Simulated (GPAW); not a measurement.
# PbSe (Clausthalite) (Fm-3m) in GPAW: notebook

The runs below take PbSe (Clausthalite) through single point, with PBE.

Everything below comes from runs of GPAW 26.7.0. Logs are shortened: lines on timing, memory, paths and dates and some standing lists are left out, and cuts for length are marked. The log counts tension as positive stress, the text compression.

**Experimental background.**

A printed reference work, monograph reports, for a bulk crystal of PbSe at 4.2 K: band gap 0.15 eV (direct).

The runs below are set against these values where they give the same quantity.

## Step 1: Starting point

Symmetry: Fm-3m, No. 225, cubic system. The conventional cell has a = 6.121 Å, b = 6.121 Å, c = 6.121 Å, α = 90.00°, β = 90.00°, γ = 90.00°. Pb (site symmetry m-3m) is surrounded by 6 Se at 3.06 Å. Around Se (site symmetry m-3m) lie 6 Pb at 3.06 Å.

## Step 2: Single point, PBE

Contents of run.py:

```python
from ase.dft.bandgap import bandgap
from ase.io import read, write
from ase.units import GPa
from gpaw import GPAW, PW

atoms = read('POSCAR')

calc = GPAW(mode=PW(400),
            xc='PBE',
            kpts={'size': (6, 6, 6), 'gamma': True},
            occupations={'name': 'fermi-dirac', 'width': 0.05},
            nbands=19,
            maxiter=120,
            txt='gpaw.txt')
atoms.calc = calc
energy = atoms.get_potential_energy()
forces = atoms.get_forces()
stress = atoms.get_stress()
calc.write('gs.gpw')
write('result.traj', atoms)
print(f'Energy: {energy:.6f} eV')
print('Forces (eV/A):')
print(forces.round(4))
print('Stress (GPa):', (stress / GPa).round(3))
print('Fermi level:', round(calc.get_fermi_level(), 4), 'eV')
print(f'Gap: {bandgap(calc)[0]:.4f} eV, direct: {bandgap(calc, direct=True)[0]:.4f} eV')
```

Contents of POSCAR:

```
PbSe
1.0
    0.0000000000      3.0606500000      3.0606500000
    3.0606500000      0.0000000000      3.0606500000
    3.0606500000      3.0606500000      0.0000000000
Pb Se
1 1
Direct
    0.0000000000      0.0000000000      0.0000000000
    0.5000000000      0.5000000000      0.5000000000
```

Potentials or basis: GPAW PAW data sets (gpaw-data 1.2.1), pw.

The run is started by

```
OMP_NUM_THREADS=1 python run.py
```

gpaw.txt:

```text
__  _  _
 | _ |_)|_||  |
 |__||  | ||/\| - 26.7.0

Input parameters:
  mode=PW(ecut=400.0),
  kpts=MonkhorstPack(size=(6, 6, 6), gamma=True),
  maxiter=120,
  nbands=19,
  occupations=Occupations(name='fermi-dirac', width=0.05),
  xc=XC(name='PBE')

Diagonalizing LCAO Hamiltonian
Converting LCAO to pw mode

                Se

       Pb

Atoms  # Å, Bohr magnetons
|   | symbol |        x |        y |        z |    initial magnetic moments |
|---|--------|----------|----------|----------|-----------------------------|
| 0 |     Pb | 0.000000 | 0.000000 | 0.000000 | ( 0.0000,  0.0000,  0.0000) |
| 1 |     Se | 3.060650 | 3.060650 | 3.060650 | ( 0.0000,  0.0000,  0.0000) |

Unit cell  # Å
| periodic |        x |        y |        z |  lengths |    angles |
|----------|----------|----------|----------|----------|-----------|
|      yes | 0.000000 | 3.060650 | 3.060650 | 4.328413 | 60.000000 |
|      yes | 3.060650 | 0.000000 | 3.060650 | 4.328413 | 60.000000 |
|      yes | 3.060650 | 3.060650 | 0.000000 | 4.328413 | 60.000000 |

Number of symmetries: 48
Symmetry operations  # r_c * U_cc + t_c -> r_c
|    | kind |            matrix            |
|----|------|------------------------------|
|  0 |  σ   |  1, 0, 0,  1, 0,-1,  1,-1, 0 |
|  1 |  C2  |  1, 0, 0,  1,-1, 0,  1, 0,-1 |
|  2 |  E   |  1, 0, 0,  0, 1, 0,  0, 0, 1 |
|  3 |  σ   |  1, 0, 0,  0, 0, 1,  0, 1, 0 |
|  4 |  C4  |  1, 0,-1,  1, 0, 0,  1,-1, 0 |
|  5 |  S6  |  1, 0,-1,  1,-1, 0,  1, 0, 0 |
|  6 |  σ   |  1, 0,-1,  0, 1,-1,  0, 0,-1 |
|  7 |  C3  |  1, 0,-1,  0, 0,-1,  0, 1,-1 |
|  8 |  S6  |  1,-1, 0,  1, 0, 0,  1, 0,-1 |
|  9 |  C4  |  1,-1, 0,  1, 0,-1,  1, 0, 0 |
| 10 |  C3  |  1,-1, 0,  0,-1, 1,  0,-1, 0 |
| 11 |  σ   |  1,-1, 0,  0,-1, 0,  0,-1, 1 |
| 12 |  σ   |  0, 1, 0,  1, 0, 0,  0, 0, 1 |
| 13 |  C4  |  0, 1, 0,  0, 1,-1, -1, 1, 0 |
| 14 |  C3  |  0, 1, 0,  0, 0, 1,  1, 0, 0 |
| 15 |  S6  |  0, 1, 0, -1, 1, 0,  0, 1,-1 |
| 16 |  C2  |  0, 1,-1,  1, 0,-1,  0, 0,-1 |
| 17 |  σ   |  0, 1,-1,  0, 1, 0, -1, 1, 0 |
| 18 |  S4  |  0, 1,-1,  0, 0,-1,  1, 0,-1 |
| 19 |  C4  |  0, 1,-1, -1, 1, 0,  0, 1, 0 |
| 20 |  C3  |  0, 0, 1,  1, 0, 0,  0, 1, 0 |
| 21 |  σ   |  0, 0, 1,  0, 1, 0,  1, 0, 0 |
| 22 |  S6  |  0, 0, 1,  0,-1, 1, -1, 0, 1 |
| 23 |  C4  |  0, 0, 1, -1, 0, 1,  0,-1, 1 |
| 24 |  S4  |  0, 0,-1,  1, 0,-1,  0, 1,-1 |
| 25 |  C3  |  0, 0,-1,  0, 1,-1,  1, 0,-1 |
| 26 |  C2  |  0, 0,-1,  0,-1, 0, -1, 0, 0 |
| 27 |  S6  |  0, 0,-1, -1, 0, 0,  0,-1, 0 |
| 28 |  S4  |  0,-1, 1,  1,-1, 0,  0,-1, 0 |
| 29 |  C4  |  0,-1, 1,  0, 0, 1, -1, 0, 1 |
| 30 |  C2  |  0,-1, 1,  0,-1, 0,  1,-1, 0 |
| 31 |  σ   |  0,-1, 1, -1, 0, 1,  0, 0, 1 |
| 32 |  C3  |  0,-1, 0,  1,-1, 0,  0,-1, 1 |
| 33 |  S6  |  0,-1, 0,  0, 0,-1, -1, 0, 0 |
| 34 |  S4  |  0,-1, 0,  0,-1, 1,  1,-1, 0 |
| 35 |  C2  |  0,-1, 0, -1, 0, 0,  0, 0,-1 |
| 36 |  C2  | -1, 1, 0,  0, 1, 0,  0, 1,-1 |
| 37 |  S6  | -1, 1, 0,  0, 1,-1,  0, 1, 0 |
| 38 |  S4  | -1, 1, 0, -1, 0, 1, -1, 0, 0 |
| 39 |  C3  | -1, 1, 0, -1, 0, 0, -1, 0, 1 |
| 40 |  S6  | -1, 0, 1,  0, 0, 1,  0,-1, 1 |
| 41 |  C2  | -1, 0, 1,  0,-1, 1,  0, 0, 1 |
| 42 |  C3  | -1, 0, 1, -1, 1, 0, -1, 0, 0 |
| 43 |  S4  | -1, 0, 1, -1, 0, 0, -1, 1, 0 |
| 44 |  C2  | -1, 0, 0,  0, 0,-1,  0,-1, 0 |
| 45 |  i   | -1, 0, 0,  0,-1, 0,  0, 0,-1 |
[... 66 lines left out ...]
    |   6s |  2.000 |     -11.969 |    1.259 |
    |   6p |  2.000 |      -3.506 |    1.275 |
    |   5d | 10.000 |     -21.211 |    1.217 |
    |    s |        |      15.243 |    1.259 |
    |    p |        |      23.705 |    1.275 |
    |    d |        |       6.001 |    1.217 |

    Using partial waves for Pb as LCAO basis

  Se:
    name:    Selenium
    Z:       34.0
    valence: 6
    core:    28
    charge:  0.0  # [|e|]
    compensation charges:
      type: gauss
      rc: 0.27  # [Å]
      lmax: 2
    cutoffs:
      filter: 1.77  # [Å]
      core: 2.67  # [Å]
    projectors
    | kind |    occ | energy [eV] | rcut [Å] |
    |------|--------|-------------|----------|
    |   4s |  2.000 |     -17.277 |    0.847 |
    |   4p |  4.000 |      -6.512 |    1.005 |
    |    s |        |       9.935 |    0.847 |
    |    p |        |      20.699 |    1.005 |
    |    d |        |       0.000 |    0.847 |

    Using partial waves for Se as LCAO basis

Reference energy: -633377.995495  # eV

eigensolver:
  PPCG
  Converge bands: occupied
  niter=2

density mixing:
  MSR1-Mixer
  Pratt-step length: 0.05
  Maximum mixing coefficient: 0.75
  Old densities: 10
  SVD Regularization: 0.005
  Good broyden scale: 1.0
  Trust region scale: 1.0
  Backstep threshold: 4.0
  History deletion threshold: 6.0
  Fourier metric: weight=20.0, sigma=0.015

occupation numbers:
  Fermi-Dirac:
    width: 0.0500  # eV

poisson solver:
  ecut: 3200.0  # eV

xc functional:
  name: PBE with 2 nearest neighbor stencil

convergence criteria:
- Maximum [total energy] change in last 3 cyles: 0.0005 eV / valence electron
- Maximum integral of absolute [dens]ity change: 0.0001 electrons / valence electron
- Maximum integral of absolute [eigenst]ate change: 4e-08 eV^2 / valence electron
maximum number of iterations: 120

SCF iterations
|iter     | |      energy | eigst |  dens |
|---------|-|-------------|-------|-------|
|iter:   1| |   -8.565937 | -0.33 |       |
|iter:   2| |   -8.506018 | -2.24 | -1.23 |
|iter:   3| |   -8.311715 | -1.87 | -1.28 |
|iter:   4| |   -8.313291 | -3.92 | -1.91 |
|iter:   5| |   -8.313921c| -4.44 | -2.30 |
|iter:   6| |   -8.313948c| -5.75 | -3.23 |
|iter:   7| |   -8.313951c| -6.95 | -3.77 |
|iter:   8| |   -8.313951c| -7.82c| -4.51c|

Converged in 8 steps
Energy contributions relative to reference atoms: (reference = -633377.995495)

Energy contributions:
  Kinetic:          21.093747
  Coulomb:         -21.147957
  Zero:             -0.021411
  External:          0.000000
  Xc:               -8.237825
  Entropy:          -0.001012
  Spinorbit:         0.000000
  ----------------------------
  Free energy:      -8.314457
  Extrapolated:     -8.313951

dipole moment: (-25.873388, -25.873388, -25.873388)  # |e|*Ang

Fermi level: 6.262
Eigenvalues  # (at kpt = [0.000, 0.000, 0.000])
| band index |      eig [eV] | occ [0-2] |
|------------|---------------|-----------|
|          0 |       -10.715 |     2.000 |
|        ... |               |           |
|          2 |       -10.714 |     2.000 |
|          3 |       -10.714 |     2.000 |
|          4 |       -10.714 |     2.000 |
|          5 |        -7.476 |     2.000 |
|          6 |        -0.130 |     2.000 |
|          7 |         4.213 |     2.000 |
[... 9 lines left out ...]
|         17 |        14.529 |     0.000 |
|         18 |        15.114 |     0.000 |

Gap: 0.247 eV
Transition (v -> c):
  (s=0, k=15, n=9, [0.50, 0.50, 0.50]) -> (s=0, k=15, n=10, [0.50, 0.50, 0.50])
No difference between direct/indirect transitions

Forces  # eV/Ang
|       x |       y |        z |
|---------|---------|----------|
| 0.00000 | 0.00000 |  0.00000 |  # Pb   0
| 0.00000 | 0.00000 | -0.00000 |  # Se   1

Stress tensor  # eV/Ang^3
|         x |         y |         z |
|-----------|-----------|-----------|
| -0.004192 | -0.000000 | -0.000000 |
| -0.000000 | -0.004192 | -0.000000 |
| -0.000000 | -0.000000 | -0.004192 |

# Writing to gs.gpw (mode='')
```

Run time: 6 s. Hardware: 1 thread of Arm Neoverse V1, shared host; peak memory 0.13 GiB.

These settings aren't checked as converged: the numbers below hold their error.

What came out:

```yaml
Free_energy: -8.3145 eV
Pressure: 0.7 GPa
Band_gap_on_the_k_mesh: 0.25 eV, direct
```

Caveat: the cutoff is short for stress and forces, so pressures can be off by a GPa or more; spin-orbit coupling is left out, which as a rule narrows the gap of such compounds by several tenths of an eV.

## Step 3: Single point, PBE

Changes to run.py since step 2:

```diff
@@ -1,3 +1,4 @@
+from ase import Atoms
 from ase.dft.bandgap import bandgap
-from ase.io import read, write
+from ase.io import write
 from ase.units import GPa
@@ -5,5 +6,11 @@
 
-atoms = read('POSCAR')
+atoms = Atoms(['Pb', 'Se'],
+              cell=[[0.0, 3.06065, 3.06065],
+                    [3.06065, 0.0, 3.06065],
+                    [3.06065, 3.06065, 0.0]],
+              scaled_positions=[[0.0, 0.0, 0.0],
+                                [0.5, 0.5, 0.5]],
+              pbc=True)
 
-calc = GPAW(mode=PW(400),
+calc = GPAW(mode=PW(500),
             xc='PBE',
```

Potentials or basis: GPAW PAW data sets (gpaw-data 1.2.1), pw.

The run is started by

```
OMP_NUM_THREADS=1 python run.py
```

It took 11 s on 1 thread of Arm Neoverse V1, shared host; peak memory 0.15 GiB.

Results (log left out):

```
Free energy            : -8.3969 eV
Pressure               : 2.0 GPa
Band gap on the k mesh : 0.24 eV, direct
```

Levels at points of the mesh, in eV from the valence-band top:
```tsv
k point	band 8	band 9	band 10	band 11	band 12	band 13
(0.00, 0.00, 0.00)	-1.93	-1.93	-1.93	4.65	4.65	4.65
(0.50, 0.50, 0.00)	-5.03	-3.28	-3.28	3.66	5.55	5.55
(0.50, 0.50, 0.50)	-1.51	-1.51	0.00	0.24	1.64	1.64
```

Caveat: the cutoff is short for stress and forces, so pressures can be off by a GPa or more; spin-orbit coupling is left out, which as a rule narrows the gap of such compounds by several tenths of an eV.

## Step 4: Single point, PBE

run.py is that of step 3.

The run is started by

```
OMP_NUM_THREADS=1 python run.py
```

Run time: 11 s. Hardware: 1 thread of Arm Neoverse V1, shared host; peak memory 0.14 GiB.

The run converged. Its results:

| Property | Result |
| --- | --- |
| Free energy | -8.3969 eV |
| Pressure | 2.0 GPa |
| Band gap on the k mesh | 0.24 eV, direct |

Levels at points of the mesh, in eV from the valence-band top:
```
           k point  band 6  band 7  band 8  band 9  band 10  band 11  band 12  band 13  band 14  band 15
(0.00, 0.00, 0.00)  -13.62   -6.27   -1.93   -1.93    -1.93     4.65     4.65     4.65     6.49     6.49
(0.50, 0.50, 0.00)  -12.19   -7.34   -5.03   -3.28    -3.28     3.66     5.55     5.55     5.99    11.28
(0.50, 0.50, 0.50)  -12.57   -8.78   -1.51   -1.51     0.00     0.24     1.64     1.64     8.52    10.15
```

Caveat: the cutoff is short for stress and forces, so pressures can be off by a GPa or more; spin-orbit coupling is left out, which as a rule narrows the gap of such compounds by several tenths of an eV.

## Step 5: How close it comes

Step 3. A measured gap of PbSe is 0.15 eV (direct; 4.2 K; a printed reference work, monograph); the calculated 0.24 eV misses it by +0.09 eV. 2 values of this kind are on record (0.15 to 0.28 eV); this one was drawn at random. Spin-orbit coupling on Pb, Se is left out. The value is that of PBE on a finite k mesh, which can miss the band edges, without temperature or zero-point motion.

Step 4. Against the measured gap of PbSe, 0.15 eV (direct; 4.2 K; a printed reference work, monograph), the calculated 0.24 eV is off by +0.09 eV. 2 values of this kind are on record (0.15 to 0.28 eV); this one was drawn at random. Spin-orbit coupling on Pb, Se is left out. The value is that of PBE on a finite k mesh, which can miss the band edges, without temperature or zero-point motion.
